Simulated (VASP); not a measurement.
# BaTiO3 (P4mm) in VASP: notebook, part 2 of 2

VASP 6.6.1.

## 3. Single point, PBE

Input file INCAR:

```
ADDGRID = F
ALGO = Normal
EDIFF = 1E-7
ENCUT = 460
GGA = PE
ISIF = 2
ISMEAR = 0
LASPH = T
LCHARG = F
LREAL = F
LWAVE = F
NBANDS = 28
NELM = 100
PREC = Accurate
SIGMA = 0.05
```

Input file KPOINTS:

```
k-points
0
Gamma
  8 8 8
```

Input file POSCAR:

```
BaTiO3
1.0
    3.9998000000      0.0000000000      0.0000000000
    0.0000000000      3.9998000000      0.0000000000
    0.0000000000      0.0000000000      4.0180000000
Ba Ti O
1 1 3
Direct
    0.0050340000     -0.0151990000     -0.0081960000
    0.5109990000      0.5026790000      0.4796360000
   -0.0079330000      0.4990990000      0.5319510000
    0.5087000000     -0.0034200000      0.5100070000
    0.5274750000      0.4823970000      0.0100750000
```

Potentials or basis: VASP PAW PBE potentials, release 64 (Ba_sv, Ti_sv, O).

Started as:

```bash
> cat potpaw_PBE.64/Ba_sv/POTCAR potpaw_PBE.64/Ti_sv/POTCAR potpaw_PBE.64/O/POTCAR > POTCAR
> mpirun -np 1 vasp_std > vasp.out
```

OUTCAR:

```text
EDIFF = 1E-7
   ENCUT = 460
   GGA = PE
   ISIF = 2
   ISMEAR = 0
   LASPH = T
   LREAL = F
   NELM = 100
   PREC = Accurate

 Found    260 irreducible k-points:

 Following reciprocal coordinates:
            Coordinates               Weight
  0.000000  0.000000  0.000000      1.000000
  0.125000  0.000000  0.000000      2.000000
  0.000000  0.125000  0.000000      2.000000
[... 268 lines left out ...]
  Direction    XX          YY          ZZ          XY          YZ          ZX
  --------------------------------------------------------------------------------------
  -------------------------------------------------------------------------------------
  Total        1.4454627      1.5266280      1.8644486      0.0440550     -0.0282675     -0.0557408
  in kB       36.0272393     38.0502336     46.4701962      1.0980434     -0.7045490     -1.3893040
  external PRESSURE =      40.1825564 kB  Pullay stress =       0.0000000 kB

 VOLUME and BASIS-vectors are now :
 -----------------------------------------------------------------------------
  energy-cutoff  :      460.00
  volume of cell :       64.28
      direct lattice vectors                 reciprocal lattice vectors
     3.999800000  0.000000000  0.000000000     0.250012501  0.000000000  0.000000000
     0.000000000  3.999800000  0.000000000     0.000000000  0.250012501  0.000000000
     0.000000000  0.000000000  4.018000000     0.000000000  0.000000000  0.248880040

 POSITION                                       TOTAL-FORCE (eV/Angst)
 -----------------------------------------------------------------------------------
      0.02013      3.93901      3.98507         0.135500      0.362045      0.147531
      2.04389      2.01062      1.92718         0.296497     -0.208067      0.070571
      3.96807      1.99630      2.13738         0.645745     -0.073352     -0.689613
      2.03470      3.98612      2.04921        -0.351466     -0.363013     -0.231810
      2.10979      1.92949      0.04048        -0.726277      0.282386      0.703321
 -----------------------------------------------------------------------------------
    total drift:                                0.000280      0.000152     -0.000061

  FREE ENERGIE OF THE ION-ELECTRON SYSTEM (eV)
  ---------------------------------------------------
  free  energy   TOTEN  =       -39.8838295229 eV

  energy  without entropy=      -39.8838295229  energy(sigma->0) =      -39.88382952
```

stdout:

```text
POSCAR found type information on POSCAR BaTiO
 POSCAR found :  3 types and       5 ions
 scaLAPACK will be used
 LDA part: xc-table for (Slater+PW92), standard interpolation
 POSCAR, INCAR and KPOINTS ok, starting setup
 FFT: planning ... GRIDC
 FFT: planning ... GRID_SOFT
 FFT: planning ... GRID
 WAVECAR not read
 entering main loop
```

It took 3.6 min on 1 thread of Intel Xeon Platinum 8488C (Sapphire Rapids), shared host; peak memory 0.45 GiB.

These settings aren't checked as converged: the numbers below hold their error.

Results:

```yaml
Free_energy: -39.8838 eV
Pressure: 4.0 GPa
Largest_force: 1.050 eV/Å
Band_gap_on_the_k_mesh: 1.87 eV, indirect (least direct gap 2.15 eV)
```

Caveat: the cutoff is under 1.25 times the usual one of these potentials, so pressure, stress and relaxed cells hold a basis-set (Pulay) error; spin-orbit coupling is left out, which moves the levels of the heavy elements.

## 4. Relaxation of cell and atoms, PBE+TS

Input file INCAR:

```
  PREC = Accurate
  ENCUT = 600
  EDIFF = 1E-6
  ISMEAR = -1
  SIGMA = 0.05
  LREAL = F
  LASPH = T
  NELM = 80
  ALGO = Normal
  ISIF = 3
  LWAVE = F
  LCHARG = F
  GGA = PE
  IVDW = 2
  IBRION = 2
  NSW = 60
  EDIFFG = -0.005
```

Input file KPOINTS:

```
regular mesh
0
Gamma
  7 7 7
```

Input file POSCAR:

```
BaTiO3
1.0
    3.9998000000      0.0000000000      0.0000000000
    0.0000000000      3.9998000000      0.0000000000
    0.0000000000      0.0000000000      4.0180000000
Ba Ti O
1 1 3
Direct
    0.0000000000      0.0000000000      0.0000000000
    0.5000000000      0.5000000000      0.4900000000
    0.0000000000      0.5000000000      0.5170000000
    0.5000000000      0.0000000000      0.5170000000
    0.5000000000      0.5000000000      0.0190000000
```

Started as:

```bash
> cat potpaw_PBE.64/Ba_sv/POTCAR potpaw_PBE.64/Ti_sv/POTCAR potpaw_PBE.64/O/POTCAR > POTCAR
> mpirun -np 1 vasp_std > vasp.out
```

It took 5.9 min on 1 thread of AMD EPYC 9R45 (Zen 5), shared host; peak memory 0.22 GiB.

Results (log left out):

```
Free energy                            : -42.4292 eV
Relaxed volume                         : 12.54 Å³/atom
Relaxed cell                           : a = 3.954 Å, b = 3.954 Å, c = 4.011 Å, α = 90.00°, β = 90.00°, γ = 90.00°
Space group after relaxing (to 0.05 Å) : P4mm (No. 99)
Energy gained by relaxing              : 5.1 meV/atom
Ionic steps                            : 24
Pressure after relaxing                : 0.0 GPa
Largest force after relaxing           : 0.004 eV/Å
Band gap on the k mesh                 : 1.93 eV, indirect (least direct gap 2.15 eV)
Hirshfeld charges                      : Ba +0.32; Ti +0.71; O -0.35, -0.34 e
Dispersion energy per atom             : -0.500 eV
```

Forces on the atoms (eV/Å):
```
Ba   0.000  0.000  0.001
Ti   0.000  0.000  0.003
O    0.000  0.000 -0.004
O    0.000  0.000 -0.004
O    0.000  0.000  0.004
```

Step by step:
```
step  energy change (eV)  largest force (eV/Å)  pressure (GPa)  volume (Å³)
   1              0.0000                0.2834           -4.11        64.28
   2             -0.0077                0.2293            4.04        61.26
   3             -0.0248                0.0751            0.15        62.59
   4             -0.0247                0.0751            0.09        62.62
   5             -0.0259                0.0460            0.02        62.64
   6             -0.0259                0.0613           -0.01        62.67
   7             -0.0261                0.0444           -0.01        62.66
   8             -0.0260                0.0196            0.06        62.66
   9             -0.0259                0.0132            0.08        62.65
  10             -0.0258                0.0099            0.01        62.72
  11             -0.0258                0.0086           -0.09        62.75
  12             -0.0258                0.0080           -0.10        62.73
  13             -0.0258                0.0090           -0.07        62.72
  14             -0.0259                0.0094           -0.09        62.72
  15             -0.0259                0.0092           -0.08        62.72
  16             -0.0258                0.0042            0.10        62.66
  17             -0.0259                0.0051            0.06        62.68
  18             -0.0259                0.0062            0.03        62.69
  19             -0.0258                0.0062            0.02        62.69
  20             -0.0257                0.0150            0.00        62.71
  21             -0.0258                0.0137            0.00        62.71
  22             -0.0257                0.0105            0.02        62.71
  23             -0.0255                0.0050            0.02        62.73
  24             -0.0256                0.0040            0.00        62.72
```

Final structure:
```
CELL_PARAMETERS angstrom
3.95428 0.00000 0.00000
0.00000 3.95428 0.00000
0.00000 0.00000 4.01138
ATOMIC_POSITIONS crystal
Ba 0.00000 0.00000 0.00209
Ti 0.50000 0.50000 0.48765
O 0.00000 0.50000 0.51539
O 0.50000 0.00000 0.51539
O 0.50000 0.50000 0.02249
```

Levels at points of the mesh, in eV from the valence-band top:
```tsv
k point	band 18	band 19	band 20	band 21	band 22	band 23
(0.00, 0.00, 0.00)	-0.25	-0.21	-0.21	1.93	2.19	2.19
```

Caveat: spin-orbit coupling is left out, which moves the levels of the heavy elements; an odd mesh through Γ misses points on the zone boundary, where band edges often lie.

## 5. For comparison

An earlier run on the cell as given: functional PBEsol; potentials or basis VASP PAW PBE potentials, release 64 (Ba_sv, Ti_sv, O); cutoff 520 eV; k mesh 7 × 7 × 7; occupations fermi-dirac, width 0.05 eV; no spin polarisation.

- Pressure: -2.0 GPa
- Largest force: 0.323 eV/Å
- Band gap on the k mesh: 1.82 eV, indirect (least direct gap 2.02 eV)
